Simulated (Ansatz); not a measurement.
# CoO (R3m) in Ansatz: further runs, part 2 of 2

Ansatz 0.2.0. Earlier steps stand in the parts before.

## Step 4: Band structure, LDA, collinear spin, ferromagnetic start

File input.yaml:

```yaml
crystal:
  lattice:
    - [1.6022198417, 0.9250420569, 2.5664708903]
    - [-1.6022198417, 0.9250420569, 2.5664708903]
    - [0.0, -1.8500841138, 2.5664708903]
  atoms:
    - { symbol: Co, position: [0.99897832, 0.99897832, 0.99897832], spin: 2.0 }
    - { symbol: O, position: [0.75102103, 0.75102103, 0.75102103] }
hamiltonian:
  xc: lda
  pseudopotentials: { kind: paw }
magnetization:
  spin_polarized: true
kpoints:
  mp_grid: { grid: [10, 10, 10] }
  band_path:
    path:
      - [[0.0, 0.0, 0.0], [0.5, 0.0, 0.0], [0.5, 0.2532748666, -0.2532748666]]
      - [[0.7467251334, 0.5, 0.2532748666], [0.5, 0.5, 0.5], [0.0, 0.0, 0.0], [0.3766374333, 0.0, -0.3766374333]]
      - [[0.6233625667, 0.3766374333, 0.0], [0.5, 0.5, 0.0], [0.6233625667, 0.6233625667, 0.2532748666], [0.5, 0.5, 0.5]]
      - [[0.5, 0.0, 0.0], [0.7467251334, 0.3766374333, 0.3766374333]]
    npoints: 14
scf:
  occupations: { method: fermi_dirac, width: 0.05 }
  n_extra_bands: 6
output:
  forces: true
  stress: true
  eigenvalues: true
  fatbands: false
```

Potentials or basis: Ansatz PAW.

Launch:

```sh
> ansatz run input.yaml --threads 2 --pin off --max-ram 5632MiB --backend cpu --events-out ev --progress --plain --runs-dir out
```

Log:

```text
Warning: RAYON_NUM_THREADS=2 ignored (pool sized by the plan → 2); use --threads N
scf.n_extra_bands = 6 over 12 filled bands (N_el = 23.0): the run solves 18 bands
Engine: ansatz 0.2.0, aarch64-unknown-linux-gnu
Pseudopotentials: kind: paw
Pseudopotential: Co, paw, valence charge 17, recommended cutoff 420 eV (normal), Co.paw.azcp
Pseudopotential: O, paw, valence charge 6, recommended cutoff 420 eV (normal), O.paw.azcp
Functional definition: SPW92
  exchange = slater_x
  correlation = pw_c
Crystal: 2 atoms, lattice volume = 22.823 Å³
Basis set: ecut = 420 eV, 447 PW (Γ)
Bands: 18, of which v1, the nominal top of the filled ones, is band 12 counted from 1 (11 counted from 0)
Symmetry: 6 space group operations
Space group: R3m (ITA 160), of the structure as read, at distance tolerance 2.8e-5 Å
Magnetic group: BNS 160.65 (UNI 1295), of the structure as read, at distance tolerance 2.8e-5 Å
k-points: 116 of 1000 (time reversal used)
Non-local potential: Co, projectors of the file, l = 0: 3, l = 1: 2, l = 2: 3, l = 3: 1
Non-local potential: O, projectors of the file, l = 0: 2, l = 1: 2, l = 2: 1
PAW form: soft (Blöchl's): semilocal exchange-correlation on the pseudo side does not see the compensation charge
PAW frozen core: Co, regenerated for the run's functional, and the local potential with it (the file was generated under x = pbe(κ = 0.804, μ = 0.2195149727645171), c = pbe(β = 0.06672455060314922))
PAW frozen core: O, regenerated for the run's functional, and the local potential with it (the file was generated under x = pbe(κ = 0.804, μ = 0.2195149727645171), c = pbe(β = 0.06672455060314922))
PAW one-centre angular grid: Co, 590 points (default); XC on 64 Gauss nodes
PAW one-centre angular grid: O, 110 points (default); XC on 64 Gauss nodes
Initial density: superposition of atomic densities (chi_scale 0.1, normalization cell, long waves kept (reshape's long-wave potential 0.00 eV rms))
Starting moments: Σ|m| = 2 μB on 1 of 2 sites
Initial wavefunctions: pseudopotential atomic-orbital guess
Functional: x = slater, c = lda
SCF iter   1: F=—  HF=-5615.529499 eV  |F-HF|=—  |Δ(HF+E_count)|=         —  Δρ=1.02e-1 (↑7.18e-2 ↓1.02e-1)  dr2=5.28e0  dr2_m=8.64e-2  M=1.847 μB ∫|m|=1.848 μB  β_m=0.30  ethr=3.10e-3  ⟨swp⟩=5.6  Hψ=18760  notcnv=0
Mixer restart at iter 1: flushing history
preconditioner: auto → none  [metal: Δε(μ)=0.011 eV  Ē_g=14.136 eV  σ=0.050 eV  W_gap=0.05  n_scr=8 (ndim 8)  ℏωp=30.1 eV  f_vac=0.000  D(μ)=2.37/eV (n_scr^D=26)  sad-step TF]
SCF iter   2: F=—  HF=-5616.275971 eV  |F-HF|=—  |Δ(HF+E_count)|=   7.46e-1  Δρ=5.66e-2 (↑5.66e-2 ↓4.44e-2)  dr2=7.00e-1  dr2_m=3.63e-1  M=2.353 μB ∫|m|=2.354 μB  β_m=0.35  ethr=3.10e-3  ⟨swp⟩=3.0  Hψ=9834  notcnv=0  defer=243
SCF iter   3: F=—  HF=-5616.545758 eV  |F-HF|=—  |Δ(HF+E_count)|=   2.70e-1  Δρ=5.10e-2 (↑3.68e-2 ↓5.10e-2)  dr2=9.11e-2  dr2_m=3.55e-1  M=2.553 μB ∫|m|=2.555 μB  β_m=0.68  ethr=3.04e-3  ⟨swp⟩=2.0  Hψ=7211  notcnv=0  defer=250
SCF iter   4: F=—  HF=-5616.494147 eV  |F-HF|=—  |Δ(HF+E_count)|=         —  Δρ=1.79e-2 (↑1.79e-2 ↓1.27e-2)  dr2=5.76e-2  dr2_m=3.56e-2  M=2.495 μB ∫|m|=2.499 μB  β_m=0.68  ethr=3.96e-4  ⟨swp⟩=2.0  Hψ=7737  notcnv=0  defer=254
Mixer restart at iter 4: flushing history
SCF iter   5: F=—  HF=-5616.584043 eV  |F-HF|=—  |Δ(HF+E_count)|=   8.99e-2  Δρ=2.03e-2 (↑7.63e-3 ↓2.03e-2)  dr2=4.55e-2  dr2_m=2.88e-2  M=2.580 μB ∫|m|=2.585 μB  β_m=0.77  ethr=2.51e-4  ⟨swp⟩=2.9  Hψ=7761  notcnv=0  defer=254
SCF iter   6: F=—  HF=-5616.623041 eV  |F-HF|=—  |Δ(HF+E_count)|=   3.90e-2  Δρ=1.58e-2 (↑1.58e-2 ↓1.26e-2)  dr2=1.02e-1  dr2_m=2.43e-3  M=2.570 μB ∫|m|=2.576 μB  β_m=0.62  ethr=1.98e-4  ⟨swp⟩=3.0  Hψ=9826  notcnv=0  defer=261
SCF iter   7: F=—  HF=-5616.598736 eV  |F-HF|=—  |Δ(HF+E_count)|=   2.43e-2  Δρ=4.59e-3 (↑2.69e-3 ↓4.59e-3)  dr2=1.06e-3  dr2_m=2.65e-3  M=2.627 μB ∫|m|=2.634 μB  β_m=0.72  ethr=1.98e-4  ⟨swp⟩=2.5  Hψ=8430  notcnv=0  defer=276
SCF iter   8: F=—  HF=-5616.598631 eV  |F-HF|=—  |Δ(HF+E_count)|=   1.04e-4  Δρ=4.76e-4 (↑4.76e-4 ↓4.67e-4)  dr2=1.63e-4  dr2_m=1.74e-6  M=2.632 μB ∫|m|=2.639 μB  β_m=0.75  ethr=4.61e-6  ⟨swp⟩=2.1  Hψ=6666  notcnv=0  defer=276
SCF iter   9: F=—  HF=-5616.598675 eV  |F-HF|=—  |Δ(HF+E_count)|=   4.36e-5  Δρ=7.53e-4 (↑7.53e-4 ↓2.67e-4)  dr2=6.51e-5  dr2_m=3.91e-5  M=2.637 μB ∫|m|=2.644 μB  β_m=0.62  ethr=7.10e-7  ⟨swp⟩=2.0  Hψ=5702  notcnv=0  defer=276
SCF iter  10: F=—  HF=-5616.598651 eV  |F-HF|=—  |Δ(HF+E_count)|=   2.33e-5  Δρ=3.52e-4 (↑3.52e-4 ↓1.53e-4)  dr2=1.32e-5  dr2_m=1.00e-5  M=2.636 μB ∫|m|=2.643 μB  β_m=0.78  ethr=2.83e-7  ⟨swp⟩=1.8  Hψ=5205  notcnv=0  defer=276
SCF iter  11: F=—  HF=-5616.598647 eV  |F-HF|=—  |Δ(HF+E_count)|=   4.81e-6  Δρ=1.05e-4 (↑1.05e-4 ↓6.79e-5)  dr2=9.23e-7  dr2_m=1.30e-6  M=2.636 μB ∫|m|=2.643 μB  β_m=0.77  ethr=5.73e-8  ⟨swp⟩=2.6  Hψ=5950  notcnv=0  defer=276
SCF iter  12: F=—  HF=-5616.598646 eV  |F-HF|=—  |Δ(HF+E_count)|=   2.73e-7  Δρ=2.25e-5 (↑1.91e-5 ↓2.25e-5)  dr2=4.78e-8  dr2_m=7.83e-8  M=2.636 μB ∫|m|=2.643 μB  β_m=0.89  ethr=4.01e-9  ⟨swp⟩=2.2  Hψ=6042  notcnv=0  defer=276
SCF iter  13: F=—  HF=-5616.598646 eV  |F-HF|=—  |Δ(HF+E_count)|=  8.86e-10  Δρ=2.19e-6 (↑8.78e-7 ↓2.19e-6)  dr2=1.62e-9  dr2_m=1.12e-10  M=2.636 μB ∫|m|=2.643 μB  β_m=0.92  ethr=2.08e-10  ⟨swp⟩=2.0  Hψ=5610  notcnv=0  defer=276
SCF iter  14: F=-5616.598646 eV  HF=-5616.598646 eV  |F-HF|=1.00e-10  |Δ(HF+E_count)|=  1.48e-10  Δρ=1.07e-6 (↑4.84e-7 ↓1.07e-6)  dr2=1.22e-10  dr2_m=1.08e-10  M=2.636 μB ∫|m|=2.643 μB  ethr=7.04e-12  ⟨swp⟩=6.4  Hψ=15508  notcnv=0
SCF 1 converged in 14 iterations: F = -5616.598646 eV  dr2 = 1.22e-10
NSCF: frozen V_eff on 130 k-points
SCF converged after 14 iterations
Magnetization: 2.6363 μB (12.8182 up, 10.1818 down)
Absolute magnetization: 2.6432 μB (∫|ρ↑−ρ↓|, with the PAW one-centre terms)
Spin contamination: 0.0115 ħ² per cell (⟨S²⟩ above its minimum at these occupations)
Per-site moments (μB) at R_I (Å): [(2.106717038556008, 0.7875142689430613), (0.2971261595808539, 0.7875142689430613)]
Free energy (F): -5616.598646 eV
Harris-Foulkes:  -5616.598646 eV  (|F-HF|=1.00e-10)
Internal energy: -5616.573556 eV  (E = F + TS)
E sigma→0 (E₀):  -5616.586101 eV
Entropy (-TS):   -0.025090 eV (-12.545 meV/atom)
Fermi energy:    10.625825 eV
--- Per-component energies (eV) ---
  E_band       = -374.420373
  E_kinetic    = 617.303243
  E_local      = -3873.026192  (includes V_loc(G=0)·N_el)
  E_nonlocal   = 517.606872
  E_hartree    = 1591.337941
  E_xc         = -225.574145
  E_vxc        = -291.908879  (∫ρ·V_xc dr)
  E_paw        = -1601.034117  (= ΣΔE_a)
  E_vpaw       = -527.074366  (= ΣTr[D̂ρ^β])
  E_aug_tail   = 0.002604  (compensation charges beyond the density's cutoff)
  E_ewald      = -2643.704935
  E_core_change = 0.515172  (= ΣΔE_core)
  E_smearing   = -0.025090  (= −TS)
  E_closure    = -0.000000  (closes the sum)
  Σ components = -5616.598646   (vs F -5616.598646, Δ=0.00e0)
--- Forces (eV/Å), atoms counted from 1 ---
  atom   1  Co     0.00000000    -0.00000000     0.19003881
  atom   2  O     -0.00000000     0.00000000    -0.19003869
  max |Σ_I F_I| component: 1.29e-7 eV/Å
--- Stress (GPa, compression-positive) ---
      -17.313958       0.000000       0.000000
        0.000000     -17.313958       0.000000
       -0.000000       0.000000     -12.919392
  P = ⅓ Tr σ = -15.8491 GPa (-158.491 kbar)
--- Band table (eV; the first three rows and the last of 232) ---
  k-point 0 ↑: bands = ["-85.0394", "-48.7250", "-48.6970", "-48.6970", "-9.2209", "4.4071", "4.4664", "4.4664", "8.3467", "8.3467", "10.7342", "11.0049", "11.0049", "11.1492", "24.3698", "24.3698", "24.9489", "30.5413"]
  k-point 1 ↑: bands = ["-85.0393", "-48.7256", "-48.6988", "-48.6973", "-9.1607", "4.3023", "4.4548", "4.5006", "8.3269", "8.3291", "10.4900", "10.9510", "11.0595", "11.4738", "23.4476", "24.4650", "24.9792", "29.4688"]
  k-point 2 ↑: bands = ["-85.0389", "-48.7275", "-48.7034", "-48.6981", "-9.0007", "3.9803", "4.5476", "4.5860", "8.2978", "8.3040", "9.9240", "10.7918", "10.8829", "12.5244", "21.6066", "24.5674", "25.0140", "28.7683"]
  k-point 115 ↓: bands = ["-82.4522", "-46.2480", "-46.1906", "-46.1906", "-7.9770", "4.0357", "5.7932", "5.7932", "10.4292", "10.4292", "10.4332", "11.9756", "11.9756", "16.5934", "18.4743", "24.4850", "24.4850", "28.0748"]
```

Wall time 9.5 s (2 threads of Arm Neoverse V2, shared host); peak memory 0.37 GiB.

What came out:

```yaml
Free_energy: -5616.5986 eV
Pressure: -15.8 GPa
Largest_force: 0.190 eV/Å
Band_gap_on_the_k_mesh: none (metal or under the smearing width)
Net_moment: 2.64 μB per cell
Absolute_moment: 2.64 μB per cell
Site_moments: Co +2.11; O +0.30 μB
```

Forces in eV/Å, atoms in the order of the input:
```
Co   0.000  0.000  0.190
O    0.000  0.000 -0.190
```

Levels at the corners of the path, in eV from the Fermi level:
Spin up:
```
point  band 9  band 10  band 11  band 12  band 13  band 14  band 15  band 16  band 17  band 18
    Γ   -2.28    -2.28     0.11     0.38     0.38     0.52    13.74    13.74    14.32    19.92
    L   -2.30    -2.17    -2.17    -0.43    -0.38     5.58     6.83    13.36    13.70    17.31
   B1   -3.03    -2.57    -1.85    -1.84    -0.79     6.87     9.76    10.04    11.21    18.38
    B   -3.03    -2.57    -1.85    -1.84    -0.79     6.87     9.76    10.04    11.21    18.38
    Z   -2.38    -2.18    -2.18    -0.56    -0.56     5.54     7.16    13.26    13.26    17.03
    Γ   -2.28    -2.28     0.11     0.38     0.38     0.52    13.74    13.74    14.32    19.92
    X   -3.11    -2.22    -2.05    -1.31    -1.00     6.37     9.20     9.77    14.00    15.33
    Q   -3.11    -2.22    -2.05    -1.31    -1.00     6.37     9.20     9.77    14.00    15.33
    F   -3.01    -1.96    -1.67    -1.60    -1.52     5.19     9.74    10.89    13.90    14.22
   P1   -3.13    -2.26    -2.06    -1.29    -1.08     6.47     9.12     9.82    13.67    15.59
    Z   -2.38    -2.18    -2.18    -0.56    -0.56     5.54     7.16    13.26    13.26    17.03
    L   -2.30    -2.17    -2.17    -0.43    -0.38     5.58     6.83    13.36    13.70    17.31
    P   -3.13    -2.26    -2.06    -1.29    -1.08     6.47     9.12     9.82    13.67    15.59
```
Spin down:
| point | band 8 | band 9 | band 10 | band 11 | band 12 | band 13 |
| --- | --- | --- | --- | --- | --- | --- |
| Γ | -5.11 | -0.40 | -0.40 | 0.54 | 2.32 | 2.32 |
| L | -4.89 | -0.22 | -0.21 | -0.05 | 1.47 | 1.52 |
| B1 | -4.67 | -1.19 | -0.49 | 0.03 | 0.58 | 1.20 |
| B | -4.67 | -1.19 | -0.49 | 0.03 | 0.58 | 1.20 |
| Z | -4.83 | -0.20 | -0.20 | -0.19 | 1.35 | 1.35 |
| Γ | -5.11 | -0.40 | -0.40 | 0.54 | 2.32 | 2.32 |
| X | -4.69 | -1.14 | -0.21 | 0.02 | 0.74 | 1.04 |
| Q | -4.69 | -1.14 | -0.21 | 0.02 | 0.74 | 1.04 |
| F | -4.58 | -1.11 | -0.01 | 0.10 | 0.58 | 0.67 |
| P1 | -4.65 | -1.17 | -0.22 | -0.03 | 0.78 | 0.97 |
| Z | -4.83 | -0.20 | -0.20 | -0.19 | 1.35 | 1.35 |
| L | -4.89 | -0.22 | -0.21 | -0.05 | 1.47 | 1.52 |
| P | -4.65 | -1.17 | -0.22 | -0.03 | 0.78 | 0.97 |

Caveat: so large a pressure means that the cell lies far from this level's equilibrium, or that cutoff or potentials fall short; the pressure holds a Pulay correction of +0.9 GPa for the finite cutoff; a cell with one magnetic atom can't hold antiferromagnetic order, which such compounds often take; semilocal functionals often make such compounds metallic where correlation or magnetic order opens a gap, which also shifts bond lengths; the PAW data sets come from PBE, with cores solved anew for the run's functional, which leaves a small shift of forces and pressure. With open d or f shells a metallic result of LDA can be an artefact of self-interaction; +U or a hybrid may open a gap.

## Step 5: The runs side by side

```csv
level,gap on the mesh (eV),pressure (GPa),moment (μB),largest force (eV/Å)
PBEsol,none,-7.9,2.79,0.22
PBE,none,-0.1,2.76,0.26
LDA,none,-15.8,2.64,0.19
```

Alike in all rows: task band structure; potentials or basis Ansatz PAW; spin collinear, ferromagnetic start; cell as given; k mesh 10 × 10 × 10; cutoff (eV) 420; smearing fermi-dirac 0.05 eV.

Every run on the cell as given and a fine mesh finds a metal. The pressure there spans -15.8 GPa (LDA) to -0.1 GPa (PBE); a positive pressure means that this level wants a larger cell, a negative one a smaller.

Caveats: a cell with one magnetic atom can't hold antiferromagnetic order, which such compounds often take; semilocal functionals often make such compounds metallic where correlation or magnetic order opens a gap, which also shifts bond lengths; the PAW data sets come from PBE, with cores solved anew for the run's functional, which leaves a small shift of forces and pressure (some runs); so large a pressure means that the cell lies far from this level's equilibrium, or that cutoff or potentials fall short (some runs).

Absolute energies hang on the potentials; compare differences alone.
